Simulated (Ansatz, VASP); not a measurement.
This is a calculation of SiC (Moissanite 3C) for Ansatz 0.2.0.

input.yaml

```yaml
crystal:
  lattice:
    - [0.0, 2.179, 2.179]
    - [2.179, 0.0, 2.179]
    - [2.179, 2.179, 0.0]
  atoms:
    - { symbol: Si, position: [0.0, 0.0, 0.0] }
    - { symbol: C, position: [0.75, 0.75, 0.75] }
hamiltonian:
  xc: b3lyp
  pseudopotentials: { kind: paw }
kpoints:
  mp_grid: { grid: [5, 5, 5] }
scf:
  occupations: { method: fermi_dirac, width: 0.05 }
output:
  forces: true
  stress: true
relax:
  f_tol: 0.01
  max_steps: 40
  cell: { stress_tol: 0.05 }
```

Potentials or basis: Ansatz PAW.

Run with:

```sh
$ ansatz run input.yaml --threads 2 --pin off --max-ram 5632MiB --backend cpu --events-out ev --progress --plain --runs-dir out
```

Task: Set up the same calculation for VASP 6.6.1. Potentials there: VASP PAW PBE potentials, release 64 (Si, C).

Result: As run (the cutoff follows the program's own potentials):

The input POSCAR:

```
SiC
1.0
    0.0000000000      2.1790000000      2.1790000000
    2.1790000000      0.0000000000      2.1790000000
    2.1790000000      2.1790000000      0.0000000000
Si C
1 1
Direct
    0.0000000000      0.0000000000      0.0000000000
    0.7500000000      0.7500000000      0.7500000000
```

The input INCAR.step1:

```
SYSTEM = SiC
PREC = Accurate ; ENCUT = 600
EDIFF = 1E-5 ; ISMEAR = -1
SIGMA = 0.05 ; LREAL = .FALSE.
LASPH = .TRUE. ; NELM = 80
ALGO = Normal ; LWAVE = .TRUE.
LCHARG = .FALSE. ; GGA = PE
```

The input INCAR.step2:

```
SYSTEM = SiC
PREC = Accurate ; ENCUT = 600
EDIFF = 1E-6 ; ISMEAR = -1
SIGMA = 0.05 ; LREAL = .FALSE.
LASPH = .TRUE. ; NELM = 80
ALGO = Normal ; ISIF = 3
LWAVE = .FALSE. ; LCHARG = .FALSE.
GGA = B3 ; LHFCALC = .TRUE.
AEXX = 0.2 ; AGGAX = 0.72
AGGAC = 0.81 ; ALDAC = 0.19
PRECFOCK = Fast ; HFRCUT = -1
IBRION = 2 ; NSW = 40
EDIFFG = -0.02 ; ISTART = 1
```

Contents of KPOINTS:

```
regular mesh
0
G
  5 5 5
  0 0 0
```

Potentials or basis: VASP PAW PBE potentials, release 64 (Si, C).

Command:

```sh
$ cat potpaw_PBE.64/Si/POTCAR potpaw_PBE.64/C/POTCAR > POTCAR
$ cp INCAR.step1 INCAR
$ mpirun -np 1 vasp_std > vasp.out
$ cp INCAR.step2 INCAR
$ mpirun -np 1 vasp_std > vasp.out
```

Both were run:

|  | VASP | Ansatz | Ansatz less VASP |
| --- | --- | --- | --- |
| gap on the k mesh at the Fermi level, each at its own relaxed structure (eV) | 3.49 | 3.47 | -0.018 |
| relaxed volume (Å³/atom) | 10.48 | 10.47 | -0.008 |
| relaxed cell length with the largest relative difference (Å) | 3.095 | 3.094 | -0.0008 |
| energy change over the relaxation (meV/atom) | -1 | -1 | +0.1 |

Caveats: the k mesh is coarse (spacing up to 0.50 Å⁻¹), so the values aren't converged, least of all with exact exchange; the PAW data sets were made with another functional, which shifts forces and pressure a little (VASP); an odd mesh through Γ misses points on the zone boundary, where band edges often lie (VASP); odd divisions of the mesh miss points on the zone boundary, where band edges often lie, so the gap on the mesh can be too wide (Ansatz); the plane-wave basis is chosen anew once the cell has moved, so the energies of steps on either side of that aren't comparable (Ansatz); the pressure holds a Pulay correction of +0.3 GPa for the finite cutoff (Ansatz); the PAW data sets come from PBE, with cores solved anew for the run's functional, which leaves a small shift of forces and pressure (Ansatz). Zero-point motion and thermal expansion aren't in these numbers.
